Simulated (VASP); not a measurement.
Here is the system:

```xyz
3
Lattice="0.0000 2.9333 2.9333 2.9333 0.0000 2.9333 2.9333 2.9333 0.0000" Properties=species:S:1:pos:R:3 pbc="T T T"
Sr     0.0000     0.0000     0.0000
F      1.4667     1.4667     1.4667
F      4.4000     4.4000     4.4000
```

Method: PBE GGA, VASP's PBE PAW potentials (set 64) (plane waves; VASP). Run with 520 eV cut-off, 7×7×7 Γ-centred mesh, Gaussian smearing of 0.010 eV, potentials Sr_sv F.

Give the electronic dielectric tensor ε∞ (DFPT, local fields included).

```
2.22  0.00  0.00
0.00  2.22  0.00
0.00  0.00  2.22
```

Give the Born effective charges.

```
atom   Z*xx   Z*yy   Z*zz   mean
----  -----  -----  -----  -----
Sr1    2.40   2.40   2.40   2.40
F2    -1.20  -1.20  -1.20  -1.20
F3    -1.20  -1.20  -1.20  -1.20
```

And the static tensor with the ions free?

```
7.60  0.00  0.00
0.00  7.60  0.00
0.00  0.00  7.60
```

Which frequencies do the optical Γ-point modes have (no LO-TO splitting)?

198 (×3), 272 (×3) cm⁻¹.

The compound is SrF2 in the fluorite structure. It was relaxed first.
